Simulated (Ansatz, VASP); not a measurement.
## Ir in VASP and in Ansatz

Contents of INCAR:

```
PREC = Accurate ; ENCUT = 520
EDIFF = 1E-6 ; ISMEAR = 0
SIGMA = 0.15 ; LREAL = False
LASPH = True ; NELM = 60
ALGO = Normal ; ISIF = 2
LWAVE = False ; LCHARG = False
GGA = PE ; NBANDS = 16
```

File KPOINTS:

```
Automatic mesh
0
Gamma
  18 18 10
```

File POSCAR:

```
Ir
1.0
    2.7478111495      0.0000000000      0.0000000000
   -1.3739055747      2.3796742603      0.0000000000
    0.0000000000      0.0000000000      4.4529609382
Ir
2
Direct
    0.6666666667      0.3333333333      0.7500000000
    0.3333333333      0.6666666667      0.2500000000
```

Input for Ansatz:

```yaml
crystal:
  lattice:
    - [2.7478111495, 0.0, 0.0]
    - [-1.3739055747, 2.3796742603, 0.0]
    - [0.0, 0.0, 4.4529609382]
  atoms:
    - { symbol: Ir, position: [0.6666666667, 0.3333333333, 0.75] }
    - { symbol: Ir, position: [0.3333333333, 0.6666666667, 0.25] }
basis:
  ecutwfc: 420
kpoints:
  mp_grid: { grid: [18, 18, 10] }
hamiltonian:
  xc: pbe
  pseudopotentials: { kind: paw, azcp: { folder: soft_1 } }
scf:
  occupations: { method: gaussian, width: 0.15 }
output:
  forces: true
  stress: true
  eigenvalues: true
  write_density: true
  write_potential: true
  elf: true
  volumetric_format: npy
```

This isn't the form of Ir at room conditions, which is fcc.

Alike in both runs: task single point; functional PBE; k mesh 18 × 18 × 10; occupations gaussian, width 0.15 eV; no spin polarisation.

```csv
,VASP,Ansatz
version,VASP 6.6.1,Ansatz 0.2.0
potentials or method,"VASP PAW PBE potentials, release 64 (Ir)","scalar-relativistic, plane waves, PAW"
plane-wave cutoff (eV),520,420
valence electrons in the cell,18,34
```

|  | VASP | Ansatz | Ansatz less VASP |
| --- | --- | --- | --- |
| gap on the k mesh at the Fermi level (eV) | none | none | - |
| pressure (GPa) | 0.6 | 0.1 | -0.57 |

A gap of «none» marks a metal or a gap that the smearing closes. The two sets of potentials don't hold the same shells in valence.

The runs have no spin-orbit coupling, so splittings on Ir are missing.
